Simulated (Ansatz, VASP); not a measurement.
# SiC: VASP beside Ansatz

One calculation is typed for both programs; each brings its own data sets and cutoff. How far apart do they land? The cell is taken from a series of VASP runs on this material, whose earlier steps may have relaxed, scaled or displaced it; both programs get it as it stands.

Main program and level: Ansatz 0.2.0; plane waves, with VASP 6.6.1 beside it; relaxation of cell and atoms at LDA.

### Step 1. Starting point

Symmetry: P6_3mc, No. 186, hexagonal system. The conventional cell has a = 3.060 Å, b = 3.060 Å, c = 10.019 Å, α = 90.00°, β = 90.00°, γ = 120.00°. Si has 4 C at 1.87 to 1.88 Å nearest. Nearest to Si lie 4 C at 1.87 to 1.88 Å. C has 4 Si at 1.87 to 1.88 Å nearest. Nearest to C lie 4 Si at 1.87 to 1.88 Å. Farther neighbours are not listed.

Structure file:

```xyz
8
Lattice="3.0601 0.0000 0.0000 -1.5301 2.6502 0.0000 0.0000 0.0000 10.0191" Properties=species:S:1:pos:R:3 pbc="T T T"
Si    0.0000    0.0000    1.8824
Si    0.0000    0.0000    6.8920
Si    0.0000    1.7668    4.3869
Si    1.5301    0.8834    9.3965
C     0.0000    0.0000    0.0046
C     0.0000    0.0000    5.0141
C     0.0000    1.7668    2.5028
C     1.5301    0.8834    7.5123
```

### Step 2. VASP: relaxation of cell and atoms, LDA

The relaxed volume is the usual yardstick between codes: its relative difference is about their pressure difference at one cell divided by the bulk modulus.

Lines of VASP's logs that name or quote its potential files are left out, and so is its time.

File INCAR:

```
SYSTEM = SiC
PREC = Accurate
ENCUT = 520
EDIFF = 1E-06
NELM = 100
ISMEAR = 0
SIGMA = 0.03
LREAL = .FALSE.
ALGO = Normal
GGA = CA
NBANDS = 24
LORBIT = 11
LWAVE = .FALSE.
LCHARG = .FALSE.
KPAR = 8
IBRION = 2
NSW = 50
ISIF = 3
EDIFFG = -0.006
```

File POSCAR:

```
SiC
1.0
    3.0601349154      0.0000000000      0.0000000000
   -1.5300674577      2.6501545757      0.0000000000
    0.0000000000      0.0000000000     10.0190757747
Si C
4 4
Direct
    0.0000000000      0.0000000000      0.1878851084
    0.0000000000      0.0000000000      0.6878851084
    0.3333333333      0.6666666667      0.4378578359
    0.6666666667      0.3333333333      0.9378578359
    0.0000000000      0.0000000000      0.0004566014
    0.0000000000      0.0000000000      0.5004566014
    0.3333333333      0.6666666667      0.2497994544
    0.6666666667      0.3333333333      0.7497994544
```

File KPOINTS:

```
Automatic mesh
0
Gamma
8 8 2
0 0 0
```

PAW data sets: Si and C (LDA family, release 64).

Started as:

```sh
$ mpirun -np 8 vasp_std
```

Numbers of over 12 decimals in the logs are rounded to 6 here.

The program printed:

```text
[banner, memory and clock lines left out]
running    8 mpi-ranks, on    1 nodes
 distrk:  each k-point on    1 cores,    8 groups
 distr:  one band on    1 cores,    1 groups

 POSCAR found type information on POSCAR SiC
 POSCAR found :  2 types and       8 ions
|                                                                             |
|           W    W    AA    RRRRR   N    N  II  N    N   GGGG   !!!           |
|           W    W   A  A   R    R  NN   N  II  NN   N  G    G  !!!           |
|           W    W  A    A  R    R  N N  N  II  N N  N  G       !!!           |
|           W WW W  AAAAAA  RRRRR   N  N N  II  N  N N  G  GGG   !            |
|           WW  WW  A    A  R   R   N   NN  II  N   NN  G    G                |
|           W    W  A    A  R    R  N    N  II  N    N   GGGG   !!!           |
|                                                                             |
|     For optimal performance we recommend to set                             |
|       NCORE = 2 up to number-of-cores-per-socket                            |
|     NCORE specifies how many cores store one orbital (NPAR=cpu/NCORE).      |
|     This setting can greatly improve the performance of VASP for DFT.       |
|     The default, NCORE=1 might be grossly inefficient on modern             |
|     multi-core architectures or massively parallel machines. Do your        |
|     Unfortunately you need to use the default for GW and RPA                |
|     calculations (for HF NCORE is supported but not extensively tested      |
|     yet).                                                                   |
|                                                                             |

 LDA part: xc-table for (Slater(with rela. corr.)+CA(PZ))
 , standard interpolation
 POSCAR, INCAR and KPOINTS ok, starting setup
 FFT: planning ... GRIDC
 FFT: planning ... GRID_SOFT
 FFT: planning ... GRID
 WAVECAR not read
 entering main loop
       N       E                     dE             d eps       ncg     rms          rms(c)
DAV:   1     0.659684232470E+02    0.65968E+02   -0.14593E+04   960   0.120E+03
DAV:   2    -0.680762614927E+02   -0.13404E+03   -0.12425E+03  1320   0.199E+02
DAV:   3    -0.748517216605E+02   -0.67755E+01   -0.67280E+01  1280   0.428E+01
DAV:   4    -0.749443732002E+02   -0.92652E-01   -0.92571E-01  1232   0.594E+00
DAV:   5    -0.749463030653E+02   -0.19299E-02   -0.19294E-02  1280   0.788E-01    0.185E+01
DAV:   6    -0.669272239243E+02    0.80191E+01   -0.23841E+01  1224   0.220E+01    0.852E+00
DAV:   7    -0.666598994534E+02    0.26732E+00   -0.21901E+00  1328   0.697E+00    0.339E+00
DAV:   8    -0.665887083832E+02    0.71191E-01   -0.13533E-01  1160   0.181E+00    0.111E+00
DAV:   9    -0.665777147954E+02    0.10994E-01   -0.19219E-02  1256   0.746E-01    0.159E-01
DAV:  10    -0.665778091155E+02   -0.94320E-04   -0.95046E-04  1224   0.176E-01    0.849E-02
DAV:  11    -0.665778184996E+02   -0.93841E-05   -0.34550E-05  1256   0.395E-02    0.214E-02
DAV:  12    -0.665778138670E+02    0.46326E-05   -0.93913E-06  1232   0.152E-02    0.102E-02
DAV:  13    -0.665778133628E+02    0.50416E-06   -0.24324E-06   984   0.731E-03
   1 F= -.66577813E+02 E0= -.66577813E+02  d E =-.665778E+02
 curvature:   0.00 expect dE= 0.000E+00 dE for cont linesearch  0.000E+00
 trial: gam= 0.00000 g(F)=  0.181E-05 g(S)=  0.394E-05 ort = 0.000E+00 (trialstep = 0.100E+01)
 search vector abs. value=  0.575E-05
 reached required accuracy - stopping structural energy minimisation
```

OUTCAR, selected parts (step 2):

```text
ion  position               nearest neighbor table
   1  0.000  0.000  0.188-   7 1.87   7 1.87   7 1.87   5 1.88   3 3.06   3 3.06   3 3.06   4 3.07
                             4 3.07   4 3.07
   2  0.000  0.000  0.688-   8 1.87   8 1.87   8 1.87   6 1.88   4 3.06   4 3.06   4 3.06   3 3.07
                             3 3.07   3 3.07
   3  0.333  0.667  0.438-   6 1.87   6 1.87   6 1.87   7 1.88   1 3.06   1 3.06   1 3.06   2 3.07
                             2 3.07   2 3.07
   4  0.667  0.333  0.938-   5 1.87   5 1.87   5 1.87   8 1.88   2 3.06   2 3.06   2 3.06   1 3.07
                             1 3.07   1 3.07
   5  0.000  0.000  0.000-   4 1.87   4 1.87   4 1.87   1 1.88
   6  0.000  0.000  0.500-   3 1.87   3 1.87   3 1.87   2 1.88
   7  0.333  0.667  0.250-   1 1.87   1 1.87   1 1.87   3 1.88
   8  0.667  0.333  0.750-   2 1.87   2 1.87   2 1.87   4 1.88

  LATTYP: Found a hexagonal cell.
 ALAT       =     3.0601349154
 C/A-ratio  =     3.2740634161

 Subroutine GETGRP returns: Found 12 space group operations
 (whereof  6 operations were pure point group operations)

The static configuration has the point symmetry C_3v.
 The point group associated with its full space group is C_6v.

 Found     20 irreducible k-points:

   k-points           NKPTS =     20   k-points in BZ     NKDIM =     20   number of bands    NBANDS=     24

   dimension x,y,z NGX =    24 NGY =   24 NGZ =   80
   dimension x,y,z NGXF=    48 NGYF=   48 NGZF=  160

   ENCUT  =  520.0 eV  38.22 Ry    6.18 a.u.   5.69  5.69 18.63*2*pi/ulx,y,z

   NELECT =      32.0000    total number of electrons

 k-points in reciprocal lattice and weights: Automatic mesh
   0.00000000  0.00000000  0.00000000       0.008
   0.12500000  0.00000000  0.00000000       0.047
   0.25000000  0.00000000  0.00000000       0.047
   0.37500000 -0.00000000  0.00000000       0.047
   0.50000000  0.00000000  0.00000000       0.023
   0.12500000  0.12500000  0.00000000       0.047
   0.25000000  0.12500000  0.00000000       0.094
   0.37500000  0.12500000  0.00000000       0.094
   0.25000000  0.25000000  0.00000000       0.047
[...]
0.25000000  0.25000000  0.50000000       0.047
   0.37500000  0.25000000  0.50000000       0.047

 average (electrostatic) potential at core
       1 -81.6544       2 -81.6544       3 -81.7010       4 -81.7010       5 -48.7948
       6 -48.7948       7 -48.7346       8 -48.7346

 E-fermi :   8.5234

 k-point     1 :       0.0000    0.0000    0.0000
  band No.  band energies     occupation
    ...
     12       7.7544      2.00000
     13       7.7544      2.00000
     14       8.2873      2.00000
     15       8.3411      2.00000
     16       8.3411      2.00000
     17      13.5476      0.00000
     18      14.1184      0.00000
     19      14.7551      0.00000
     20      14.8782      0.00000
     21      15.3149      0.00000
    ...

 k-point     2 :       0.1250    0.0000    0.0000
  band No.  band energies     occupation
    ...
     12       7.3090      2.00000
     13       7.3891      2.00000
     14       7.4139      2.00000
     15       8.1028      2.00000
     16       8.2133      2.00000
     17      13.5986      0.00000
     18      14.2634      0.00000
     19      14.3758      0.00000
     20      15.0918      0.00000
     21      15.3911      0.00000
    ...

 k-point     3 :       0.2500    0.0000    0.0000
  band No.  band energies     occupation
    ...
     12       5.8649      2.00000
     13       6.6579      2.00000
     14       6.6980      2.00000
     15       7.4984      2.00000
     16       7.7931      2.00000
     17      12.0824      0.00000
     18      12.5970      0.00000
     19      13.3885      0.00000
     20      14.4347      0.00000
     21      15.1131      0.00000
    ...

  Total        0.0070549      0.0070549     -0.0235274      0.0000000      0.0000000      0.0000000
  in kB        0.1391105      0.1391105     -0.4639214      0.0000000      0.0000000      0.0000000
  external PRESSURE =      -0.0619002 kB  Pullay stress =       0.0000000 kB

  energy-cutoff  :      520.00
  volume of cell :       81.25
      direct lattice vectors                 reciprocal lattice vectors
     3.060134915  0.000000000  0.000000000     0.326782978  0.188668240  0.000000000
    -1.530067458  2.650154576  0.000000000     0.000000000  0.377336480  0.000000000
     0.000000000  0.000000000 10.019075775     0.000000000  0.000000000  0.099809605

 POSITION                                       TOTAL-FORCE (eV/Angst)
 -----------------------------------------------------------------------------------
      0.00000      0.00000      1.88244         0.000000      0.000000      0.002101
      0.00000      0.00000      6.89197        -0.000000     -0.000000      0.002101
     -0.00000      1.76677      4.38693         0.000000      0.000000     -0.003331
      1.53007      0.88338      9.39647        -0.000000     -0.000000     -0.003331
      0.00000      0.00000      0.00457         0.000000     -0.000000     -0.000498
      0.00000      0.00000      5.01411        -0.000000      0.000000     -0.000498
     -0.00000      1.76677      2.50276         0.000000     -0.000000      0.001728
      1.53007      0.88338      7.51230        -0.000000      0.000000      0.001728
 -----------------------------------------------------------------------------------
    total drift:                               -0.000000     -0.000000      0.000302

  FREE ENERGIE OF THE ION-ELECTRON SYSTEM (eV)
  ---------------------------------------------------
  free  energy   TOTEN  =       -66.5778133628 eV

  energy  without entropy=      -66.5778133628  energy(sigma->0) =      -66.57781336

 reached required accuracy - stopping structural energy minimisation

 total charge
# of ion       s       p       d       tot
------------------------------------------
    1        0.715   0.994   0.000   1.709
    2        0.715   0.994   0.000   1.709
    3        0.714   0.995   0.000   1.709
    4        0.714   0.995   0.000   1.709
    5        0.830   1.727   0.000   2.557
    6        0.830   1.727   0.000   2.557
    7        0.831   1.729   0.000   2.559
    8        0.831   1.729   0.000   2.559
--------------------------------------------------
tot          6.181  10.890   0.000  17.070

[... 3 further parts left out ...]
```

CONTCAR:

```
SiC
   1.00000000000000
     3.0601349153999999    0.0000000000000000    0.0000000000000000
    -1.5300674577000000    2.6501545756999998    0.0000000000000000
     0.0000000000000000    0.0000000000000000   10.0190757746999992
  Si              C
     4     4
Direct
     0.0000000000000000    0.0000000000000000    0.1878851084000033
     0.0000000000000000    0.0000000000000000    0.6878851084000033
     0.3333333332999970    0.6666666667000030    0.4378578358999974
     0.6666666667000030    0.3333333332999970    0.9378578358999974
     0.0000000000000000    0.0000000000000000    0.0004566014000034
     0.0000000000000000    0.0000000000000000    0.5004566014000034
     0.3333333332999970    0.6666666667000030    0.2497994543999980
     0.6666666667000030    0.3333333332999970    0.7497994543999980
```

The run keeps the 12 symmetry operations of its start, so it cannot find a distortion of lower symmetry.

[end of part 1 of 2]

[Lines on the potential files, build, host, timing and source positions are cut from VASP's logs without a mark.]

[Logs are printed without paths, hosts, clocks, repeated set-up lines and the standing remarks that a program may print on its own settings, such as how far it seeks lower states.]

[Hosts, paths, dates, database ids (printed as entryN), source tags and the programs' standing remarks are cut or masked in the printed files.]
